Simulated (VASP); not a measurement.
# Y (P6_3/mmc) in VASP: settings compared, part 2 of 2

VASP 6.6.1. The steps go on from the part before.

### 4 Single point, PBEsol

File INCAR:

```
SYSTEM = Y
ALGO = Normal
EDIFF = 1E-7
ENCUT = 520
GGA = PS
ISIF = 2
ISMEAR = 0
LASPH = .TRUE.
LCHARG = .FALSE.
LREAL = .FALSE.
LWAVE = .FALSE.
NBANDS = 18
NELM = 100
PREC = Accurate
SIGMA = 0.5
```

File KPOINTS:

```
k-points
0
G
  15 15 8
  0 0 0
```

File POSCAR:

```
Y
1.0
    3.5951100000      0.0000000000      0.0000000000
   -1.7975500000      3.1134500000      0.0000000000
    0.0000000000      0.0000000000      5.5790000000
Y
2
Direct
    0.3333300000      0.6666700000      0.2500000000
    0.6666700000      0.3333300000      0.7500000000
```

Potentials or basis: VASP PAW PBE potentials, release 64 (Y_sv).

The run is started by

```sh
$ cat potpaw_PBE.64/Y_sv/POTCAR > POTCAR
$ mpirun -np 1 vasp_std > vasp.out
```

OUTCAR:

```text
SYSTEM = Y
   EDIFF = 1E-7
   ENCUT = 520
   GGA = PS
   ISIF = 2
   ISMEAR = 0
   LASPH = .TRUE.
   LREAL = .FALSE.
   NELM = 100
   PREC = Accurate

 ion  position               nearest neighbor table
   1  0.333  0.667  0.250-   2 3.48   2 3.48   2 3.48   2 3.48   2 3.48   2 3.48
   2  0.667  0.333  0.750-   1 3.48   1 3.48   1 3.48   1 3.48   1 3.48   1 3.48

  LATTYP: Found a hexagonal cell.
 ALAT       =     3.5951100000
 C/A-ratio  =     1.5518301248

  Lattice vectors:

 A1 = (   3.5951100000,   0.0000000000,   0.0000000000)
 A2 = (  -1.7975500000,   3.1134500000,   0.0000000000)
 A3 = (   0.0000000000,   0.0000000000,   5.5790000000)

Analysis of symmetry for initial positions (statically):
=====================================================================
 Subroutine PRICEL returns:
 Original cell was already a primitive cell.

 Routine SETGRP: Setting up the symmetry group for a
 hexagonal supercell.

 Subroutine GETGRP returns: Found  8 space group operations
 (whereof  4 operations were pure point group operations)
 out of a pool of 24 trial point group operations.

The static configuration has the point symmetry C_2h.
 The point group associated with its full space group is D_2h.

Analysis of symmetry for dynamics (positions and initial velocities):
=====================================================================
 Subroutine PRICEL returns:
 Original cell was already a primitive cell.

 Routine SETGRP: Setting up the symmetry group for a
 hexagonal supercell.

 Subroutine GETGRP returns: Found  8 space group operations
 (whereof  4 operations were pure point group operations)
 out of a pool of 24 trial point group operations.

The dynamic configuration has the point symmetry C_2h.
 The point group associated with its full space group is D_2h.

 Subroutine INISYM returns: Found  8 space group operations
 (whereof  4 operations are pure point group operations),
 and found     1 'primitive' translations

[... 110 lines left out ...]
   EFERMI_NEDOS =   21; number of points for ismear=-14 and -15
   IALGO  =     38    algorithm
   IMIX   =      4    mixing-type and parameters
     AMIX     =   0.40;   BMIX     =  1.00
     AMIX_MAG =   1.60;   BMIX_MAG =  1.00
  volume/ion in A,a.u.               =      31.22       210.71
  Fermi-wavevector in a.u.,A,eV,Ry     =   1.156234  2.184965 18.189303  1.336876
  Thomas-Fermi vector in A             =   2.292855
   LORBIT       =      0    0 simple, 1 ext, 2 COOP (PROOUT), +10 PAW based schemes
   GGA     = PS    functional components
   LHFCALC =     F    Hartree Fock is set to
   AEXX    =    0.0000 exact exchange contribution
   IVDW    =     0    specifies the selected vdW correction
   LEPSILON=     F    determine dielectric tensor
   LRPA    =     F    only Hartree local field effects (RPA)
 non-spin polarized calculation
 Gauss-broadening in eV      SIGMA  =   0.50
  energy-cutoff  :      520.00
  volume of cell :       62.45
 maximum number of plane-waves:      1707
   NGX = 13   NGY = 13   NGZ = 21

 number of electron      22.0000002 magnetization

 Free energy of the ion-electron system (eV)
  ---------------------------------------------------
  ext. energy  EPLUGINS =         0.00000000
  ---------------------------------------------------
  free energy    TOTEN  =       -13.85351286 eV

  energy without entropy =      -13.46502369  energy(sigma->0) =      -13.65926827

 E-fermi :   3.1308     XC(G=0):  -9.7319

 val. band max:        3.1170768781   @ k =   0.4000   0.0667   0.2500
 cond. band min:       3.1381379838   @ k =  -0.2000   0.2000   0.2500
 fundamental gap:      0.0210611056
 Fermi energy:         3.1307947984

 k-point     1 :       0.0000    0.0000    0.0000
  band No.  band energies     occupation
      1     -39.3332      2.00000
      2     -39.2369      2.00000
      3     -19.7158      2.00000
      4     -19.1359      2.00000
      5     -19.1359      2.00000
      6     -19.0242      2.00000
[... 481 lines left out ...]
      5     -19.3214      2.00000
      6     -19.2261      2.00000
[... 10 lines left out ...]
     17       6.8484      0.00000
     18       7.3737      0.00000

 [... further k-points ...]

------------------------ aborting loop because EDIFF is reached ----------------------------------------

  FORCE on cell =-STRESS in cart. coord.  units (eV):
  Direction    XX          YY          ZZ          XY          YZ          ZX
  --------------------------------------------------------------------------------------
  -------------------------------------------------------------------------------------
  Total        0.0254243      0.0254940      0.3643929      0.0000604      0.0000000      0.0000000
  in kB        0.6523038      0.6540901      9.3491051      0.0015505      0.0000000      0.0000000
  external PRESSURE =       3.5518330 kB  Pullay stress =       0.0000000 kB

 VOLUME and BASIS-vectors are now :
 -----------------------------------------------------------------------------
  energy-cutoff  :      520.00
  volume of cell :       62.45
      direct lattice vectors                 reciprocal lattice vectors
     3.595110000  0.000000000  0.000000000     0.278155606  0.160593107  0.000000000
    -1.797550000  3.113450000  0.000000000     0.000000000  0.321187108  0.000000000
     0.000000000  0.000000000  5.579000000     0.000000000  0.000000000  0.179243592

 POSITION                                       TOTAL-FORCE (eV/Angst)
 -----------------------------------------------------------------------------------
     -0.00001      2.07564      1.39475         0.000044     -0.000025      0.000000
      1.79757      1.03781      4.18425        -0.000044      0.000025      0.000000
 -----------------------------------------------------------------------------------
    total drift:                                0.000000      0.000000      0.000000

  FREE ENERGIE OF THE ION-ELECTRON SYSTEM (eV)
  ---------------------------------------------------
  free  energy   TOTEN  =       -13.8535128599 eV

  energy  without entropy=      -13.4650236900  energy(sigma->0) =      -13.65926827
```

OSZICAR:

```text
N       E                     dE             d eps       ncg     rms          rms(c)
DAV:   1     0.876026468925E+02    0.87603E+02   -0.11310E+04 11536   0.117E+03
DAV:   2    -0.667763153207E+01   -0.94280E+02   -0.92616E+02 14182   0.259E+02
DAV:   3    -0.140660632211E+02   -0.73884E+01   -0.73280E+01 19942   0.435E+01
DAV:   4    -0.142761109330E+02   -0.21005E+00   -0.20977E+00 14062   0.732E+00
DAV:   5    -0.142817171994E+02   -0.56063E-02   -0.56040E-02 16540   0.908E-01    0.344E+01
DAV:   6    -0.139254905236E+02    0.35623E+00   -0.44345E-01 12592   0.402E+00    0.212E+01
DAV:   7    -0.138668726563E+02    0.58618E-01   -0.86319E-01 15780   0.509E+00    0.179E+00
DAV:   8    -0.138538565359E+02    0.13016E-01   -0.14605E-01 14092   0.222E+00    0.750E-01
DAV:   9    -0.138534771246E+02    0.37941E-03   -0.44060E-03 14992   0.407E-01    0.296E-01
DAV:  10    -0.138535226792E+02   -0.45555E-04   -0.10818E-03 12970   0.280E-01    0.148E-01
DAV:  11    -0.138535149618E+02    0.77174E-05   -0.62658E-05 17168   0.575E-02    0.231E-02
DAV:  12    -0.138535119932E+02    0.29686E-05   -0.13223E-05 13572   0.305E-02    0.252E-02
DAV:  13    -0.138535127763E+02   -0.78314E-06   -0.32495E-06 12644   0.165E-02    0.165E-03
DAV:  14    -0.138535129458E+02   -0.16955E-06   -0.17728E-07 11764   0.252E-03    0.905E-04
DAV:  15    -0.138535128599E+02    0.85933E-07   -0.23001E-08  7004   0.116E-03
   1 F= -.13853513E+02 E0= -.13659268E+02  d E =-.388489E+00
```

stdout:

```text
POSCAR found type information on POSCAR Y
 POSCAR found :  1 types and       2 ions
 scaLAPACK will be used
 -----------------------------------------------------------------------------
|                                                                             |
|                                                                             |
|     You enforced a specific xc type in the INCAR file but a different       |
|     I HOPE YOU KNOW WHAT YOU ARE DOING!                                     |
|                                                                             |
 -----------------------------------------------------------------------------

 LDA part: xc-table for (Slater+PW92), standard interpolation
 POSCAR, INCAR and KPOINTS ok, starting setup
 FFT: planning ... GRIDC
 FFT: planning ... GRID_SOFT
 FFT: planning ... GRID
 WAVECAR not read
 entering main loop
```

Wall time 2.4 min (1 thread of Intel Xeon 6975P-C (Granite Rapids), shared host); peak memory 0.43 GiB.

Results:

* Free energy: -13.8535 eV
* Pressure: 0.4 GPa
* Band gap on the k mesh: none (metal or under the smearing width)

Stress tensor (GPa, compression positive):
```
0.07 0.00 0.00
0.00 0.07 0.00
0.00 0.00 0.93
```

Levels at points of the mesh, in eV from the Fermi level:
```tsv
k point	band 8	band 9	band 10	band 11	band 12	band 13	band 14	band 15
(0.00, 0.00, 0.00)	-22.12	-4.78	-1.93	1.13	1.77	1.77	2.19	2.44
(0.00, 0.00, 0.50)	-22.21	-3.25	-3.25	1.01	1.01	1.67	1.67	1.67
```

Caveat: the PAW data sets were made with another functional, which shifts forces and pressure a little.

### 5 Single point, PBEsol

Edit INCAR of step 4 so:

```diff
@@ -3,3 +3,3 @@
 EDIFF = 1E-7
-ENCUT = 520
+ENCUT = 900
 GGA = PS
@@ -14,2 +14,2 @@
 PREC = Accurate
-SIGMA = 0.5
+SIGMA = 0.1
```

KPOINTS is that of step 4.

POSCAR is that of step 4.

Potentials or basis: VASP PAW PBE potentials, release 64 (Y_sv).

The run is started by

```sh
$ cat potpaw_PBE.64/Y_sv/POTCAR > POTCAR
$ mpirun -np 1 vasp_std > vasp.out
```

OUTCAR:

```text
SYSTEM = Y
   EDIFF = 1E-7
   ENCUT = 900
   GGA = PS
   ISIF = 2
   ISMEAR = 0
   LASPH = .TRUE.
   LREAL = .FALSE.
   NELM = 100
   PREC = Accurate

 ion  position               nearest neighbor table
   1  0.333  0.667  0.250-   2 3.48   2 3.48   2 3.48   2 3.48   2 3.48   2 3.48
   2  0.667  0.333  0.750-   1 3.48   1 3.48   1 3.48   1 3.48   1 3.48   1 3.48

  LATTYP: Found a hexagonal cell.
 ALAT       =     3.5951100000
 C/A-ratio  =     1.5518301248

  Lattice vectors:

 A1 = (   3.5951100000,   0.0000000000,   0.0000000000)
[... 193 lines left out ...]
      5     -19.1503      2.00000
      6     -19.0388      2.00000
[... 481 lines left out ...]
      5     -19.3358      2.00000
      6     -19.2404      2.00000
[... 10 lines left out ...]
     17       6.8407      0.00000
     18       7.3640      0.00000

 [... further k-points ...]
[... 5 lines left out ...]
  --------------------------------------------------------------------------------------
  -------------------------------------------------------------------------------------
  Total       -0.0011387     -0.0006062     -0.0094267      0.0004611      0.0000000     -0.0000000
  in kB       -0.0292141     -0.0155537     -0.2418575      0.0118302      0.0000000     -0.0000000
  external PRESSURE =      -0.0955418 kB  Pullay stress =       0.0000000 kB

 VOLUME and BASIS-vectors are now :
 -----------------------------------------------------------------------------
  energy-cutoff  :      900.00
  volume of cell :       62.45
      direct lattice vectors                 reciprocal lattice vectors
     3.595110000  0.000000000  0.000000000     0.278155606  0.160593107  0.000000000
    -1.797550000  3.113450000  0.000000000     0.000000000  0.321187108  0.000000000
     0.000000000  0.000000000  5.579000000     0.000000000  0.000000000  0.179243592

 POSITION                                       TOTAL-FORCE (eV/Angst)
 -----------------------------------------------------------------------------------
     -0.00001      2.07564      1.39475         0.000050     -0.000029      0.000000
      1.79757      1.03781      4.18425        -0.000050      0.000029      0.000000
 -----------------------------------------------------------------------------------
    total drift:                                0.000000      0.000000      0.000000

  FREE ENERGIE OF THE ION-ELECTRON SYSTEM (eV)
  ---------------------------------------------------
  free  energy   TOTEN  =       -13.6491610386 eV

  energy  without entropy=      -13.6318238674  energy(sigma->0) =      -13.64049245
```

stdout:

```text
POSCAR found type information on POSCAR Y
 POSCAR found :  1 types and       2 ions
 scaLAPACK will be used
 -----------------------------------------------------------------------------
|                                                                             |
|                                                                             |
|     You enforced a specific xc type in the INCAR file but a different       |
|     I HOPE YOU KNOW WHAT YOU ARE DOING!                                     |
|                                                                             |
 -----------------------------------------------------------------------------

 LDA part: xc-table for (Slater+PW92), standard interpolation
 POSCAR, INCAR and KPOINTS ok, starting setup
 FFT: planning ... GRIDC
 FFT: planning ... GRID_SOFT
 FFT: planning ... GRID
 WAVECAR not read
 entering main loop
```

It took 4.7 min on 1 thread of Intel Xeon 6975P-C (Granite Rapids), shared host; peak memory 0.85 GiB.

Results:

```yaml
Free_energy: -13.6492 eV
Pressure: 0.0 GPa
Band_gap_on_the_k_mesh: none (metal or under the smearing width)
```

Levels at points of the mesh, in eV from the Fermi level:
```
           k point  band 7  band 8  band 9  band 10  band 11  band 12  band 13  band 14  band 15  band 16
(0.00, 0.00, 0.00)  -22.16  -22.12   -4.77    -1.93     1.14     1.77     1.77     2.19     2.44     2.44
(0.00, 0.00, 0.50)  -22.22  -22.22   -3.25    -3.25     1.02     1.02     1.67     1.67     1.67     1.67
```

Caveat: the PAW data sets were made with another functional, which shifts forces and pressure a little.

### 6 Single point, r2SCAN

File INCAR:

```
SYSTEM = Y
ALGO = Normal
EDIFF = 1E-7
ENCUT = 520
ISIF = 2
ISMEAR = 0
LASPH = .TRUE.
LCHARG = .FALSE.
LMIXTAU = .TRUE.
LREAL = .FALSE.
LWAVE = .FALSE.
METAGGA = R2SCAN
NBANDS = 18
NELM = 100
PREC = Accurate
SIGMA = 0.1
```

KPOINTS is that of step 5.

POSCAR is that of step 5.

Potentials or basis: VASP PAW PBE potentials, release 64 (Y_sv).

The run is started by

```sh
$ cat potpaw_PBE.64/Y_sv/POTCAR > POTCAR
$ mpirun -np 1 vasp_std > vasp.out
```

It took 15 min on 1 thread of Intel Xeon 6975P-C (Granite Rapids), shared host; peak memory 0.44 GiB.

Results (log left out):

```yaml
Free_energy: -40.5085 eV
Pressure: 3.2 GPa
Band_gap_on_the_k_mesh: none (metal or under the smearing width)
```

Stress tensor (GPa, compression positive):
```
3.32 0.00 0.00
0.00 3.32 0.00
0.00 0.00 2.86
```

Levels at points of the mesh, in eV from the Fermi level:
```csv
k point,band 8,band 9,band 10,band 11,band 12,band 13,band 14,band 15
"(0.00, 0.00, 0.00)",-23.02,-4.97,-1.95,1.01,2.02,2.02,2.48,2.76
"(0.00, 0.00, 0.50)",-23.11,-3.39,-3.39,1.13,1.13,1.93,1.93,1.93
```

Caveat: the PAW data sets were made with another functional, which shifts forces and pressure a little.

### 7 The runs side by side

| level | k mesh | cutoff (eV) | smearing | gap on the mesh (eV) | pressure (GPa) |
| --- | --- | --- | --- | --- | --- |
| PBEsol | 15 × 15 × 8 | 700 | gaussian 0.1 eV | none | 0.0 |
| PBEsol | 21 × 21 × 12 | 520 | gaussian 0.1 eV | none | 0.0 |
| PBEsol | 15 × 15 × 8 | 520 | gaussian 0.5 eV | none | 0.4 |
| PBEsol | 15 × 15 × 8 | 900 | gaussian 0.1 eV | none | 0.0 |
| r2SCAN | 15 × 15 × 8 | 520 | gaussian 0.1 eV | none | 3.2 |

Alike in all rows: task single point; potentials or basis VASP PAW PBE potentials, release 64 (Y_sv); no spin polarisation; cell as given.

Every run on the cell as given and a fine mesh finds a metal. The pressure there spans 0.0 GPa (PBEsol) to 3.2 GPa (r2SCAN); a positive pressure means that this level wants a larger cell, a negative one a smaller.

Caveats: the PAW data sets were made with another functional, which shifts forces and pressure a little.

Absolute energies hang on the potentials; compare differences alone.
